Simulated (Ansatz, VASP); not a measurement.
**Two plane-wave programs on SiGe**

File INCAR:

```
SYSTEM = SiGe
PREC     = Accurate       ! precision mode
ENCUT    = 520            ! plane-wave cutoff, eV
EDIFF    = 1E-6           ! SCF threshold, eV
ISMEAR   = 0              ! smearing method
SIGMA    = 0.03           ! smearing width, eV
LREAL    = .False.        ! projectors in reciprocal space
LASPH    = .True.         ! aspherical terms in the spheres
NELM     = 100            ! most SCF steps
ALGO     = Normal         ! electronic algorithm
ISIF     = 2              ! what is computed and relaxed
LWAVE    = .False.        ! write WAVECAR
LCHARG   = .False.        ! write CHGCAR
GGA      = PS             ! functional
NBANDS   = 26             ! bands
```

KPOINTS

```
Automatic mesh
0
Gamma
  12 12 6
  0 0 0
```

POSCAR

```
SiGe
1.0
    4.0996738635      0.0000000000      0.0000000000
   -2.0498369318      3.5504217130      0.0000000000
    0.0000000000      0.0000000000      6.1282438500
Si Ge
2 2
Direct
    0.6666666667      0.3333333333      0.8746070000
    0.3333333333      0.6666666667      0.3746070000
    0.6666666667      0.3333333333      0.5003920000
    0.3333333333      0.6666666667      0.0003920000
```

Input for Ansatz:

```yaml
crystal:
  lattice:
    - [4.0996738635, 0.0, 0.0]
    - [-2.0498369318, 3.550421713, 0.0]
    - [0.0, 0.0, 6.12824385]
  atoms:
    - { symbol: Si, position: [0.6666666667, 0.3333333333, 0.874607] }
    - { symbol: Si, position: [0.3333333333, 0.6666666667, 0.374607] }
    - { symbol: Ge, position: [0.6666666667, 0.3333333333, 0.500392] }
    - { symbol: Ge, position: [0.3333333333, 0.6666666667, 0.000392] }
basis:
  ecutwfc: 420
kpoints:
  mp_grid: { grid: [12, 12, 6] }
hamiltonian:
  xc: pbesol
scf:
  occupations: { method: gaussian, width: 0.03 }
output:
  forces: true
  stress: true
  eigenvalues: true
```

Change from the starting cell: strain +0.050 along x and y, -0.050 along z, atoms carried along.

Alike in both runs: task single point; functional PBEsol; k mesh 12 × 12 × 6; occupations gaussian, width 0.03 eV; no spin polarisation.

|  | VASP | Ansatz |
| --- | --- | --- |
| version | VASP 6.6.1 | Ansatz 0.2.0 |
| potentials or method | VASP PAW PBE potentials, release 64 (Si, Ge_d) | scalar-relativistic, plane waves, PAW |
| plane-wave cutoff (eV) | 520 | 420 |
| valence electrons in the cell | 36 | 36 |

```csv
,VASP,Ansatz,Ansatz less VASP
gap on the k mesh at the Fermi level (eV),none,none,-
pressure (GPa),-2.2,-2.2,+0.02
largest component of the traceless stress (GPa),13.39,13.38,-0.015
rms of the force components (eV/Å),0.662,0.665,+0.0027
```

Atom by atom the forces differ by 0.003 eV/Å (rms over components). A gap of «none» marks a metal or a gap that the smearing closes. The functional is the same, so the differences come from potentials, cutoffs and numerics.

Caveats: the PAW data sets were made with another functional, which shifts forces and pressure a little (VASP).
